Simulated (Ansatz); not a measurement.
Crystal: B.

```
B
1.0
     1.88524    0.00000    0.00000
     0.00000    1.88524    0.00000
     0.00000    0.00000    1.88524
B
1
Direct
  0.50000 0.50000 0.50000
```

The cell was built by a generator and needn't be a form met in nature.

Base run:

- Program: Ansatz 0.2.0
- Functional: PBEsol
- Potentials or basis: Ansatz PAW
- Cutoff: 420 eV (not typed: the program's choice for these potentials)
- k mesh: 14 × 14 × 14
- Occupations: fermi-dirac, width 0.05 eV
- Spin: no spin polarisation

Its results: band gap on the k mesh none (metal or under the smearing width); pressure -2.6 GPa.

Question: After a change of settings the same cell gave: band gap on the k mesh none (metal or under the smearing width); pressure 3.3 GPa. Which change was it?
A. functional from PBEsol to r2SCAN; cutoff from 420 eV (not typed: the program's choice for these potentials) to 500 eV (not typed: the program's choice for these potentials)
B. functional from PBEsol to PBE
C. functional from PBEsol to BLYP
D. functional from PBEsol to revPBE

Answer: D.

revPBE binds less tightly than PBEsol, so the same cell stands under more pressure.

Caveats: the PAW data sets come from PBE, with cores solved anew for the run's functional, which leaves a small shift of forces and pressure.
